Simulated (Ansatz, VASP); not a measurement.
**One calculation of Rh, two programs**

File INCAR:

```
ALGO     = Normal         # electronic algorithm
EDIFF    = 1E-6           # SCF threshold, eV
EDIFFG   = -0.01          # ionic threshold
ENCUT    = 600            # plane-wave cutoff, eV
GGA      = PS             # functional
IBRION   = 2              # ionic algorithm
ISIF     = 3              # what is computed and relaxed
ISMEAR   = -1             # smearing method
LASPH    = T              # aspherical terms in the spheres
LCHARG   = F              # write CHGCAR
LREAL    = F              # projectors in reciprocal space
LWAVE    = F              # write WAVECAR
NELM     = 100            # most SCF steps
NSW      = 60             # ionic steps
PREC     = Accurate       # precision mode
SIGMA    = 0.05           # smearing width, eV
```

File KPOINTS:

```
k-points
0
Gamma
  12 12 12
```

File POSCAR:

```
Rh
1.0
    0.0000000000      1.8978500000      1.8978500000
    1.8978500000      0.0000000000      1.8978500000
    1.8978500000      1.8978500000      0.0000000000
Rh
1
Direct
    0.0000000000      0.0000000000      0.0000000000
```

input.yaml

```yaml
crystal:
  lattice:
    - [0.0, 1.89785, 1.89785]
    - [1.89785, 0.0, 1.89785]
    - [1.89785, 1.89785, 0.0]
  atoms:
    - { symbol: Rh, position: [0.0, 0.0, 0.0] }
hamiltonian:
  xc: pbesol
  pseudopotentials: { kind: paw }
kpoints:
  mp_grid: { grid: [12, 12, 12] }
scf:
  occupations: { method: fermi_dirac, width: 0.05 }
output:
  forces: true
  stress: true
  eigenvalues: true
relax:
  f_tol: 0.01
  max_steps: 40
  cell: { stress_tol: 0.05 }
```

Alike in both runs: task relaxation of cell and atoms; functional PBEsol; k mesh 12 × 12 × 12; occupations fermi-dirac, width 0.05 eV; no spin polarisation.

|  | VASP | Ansatz |
| --- | --- | --- |
| version | VASP 6.6.1 | Ansatz 0.2.0 |
| potentials or method | VASP PAW PBE potentials, release 64 (Rh_pv) | Ansatz PAW |
| plane-wave cutoff (eV) | 600 | 420 |
| valence electrons in the cell | 15 | 17 |

|  | VASP | Ansatz | Ansatz less VASP |
| --- | --- | --- | --- |
| gap on the k mesh at the Fermi level, each at its own relaxed structure (eV) | none | none | - |
| relaxed volume (Å³/atom) | 13.49 | 13.49 | +0.007 |
| relaxed cell length with the largest relative difference (Å) | 2.672 | 2.672 | +0.0005 |
| energy change over the relaxation (meV/atom) | -2 | -2 | +0.2 |

A gap of «none» marks a metal or a gap that the smearing closes. The two sets of potentials don't hold the same shells in valence.

Caveats: the PAW data sets were made with another functional, which shifts forces and pressure a little (VASP); the plane-wave basis is chosen anew once the cell has moved, so the energies of steps on either side of that aren't comparable (Ansatz); the PAW data sets come from PBE, with cores solved anew for the run's functional, which leaves a small shift of forces and pressure (Ansatz).
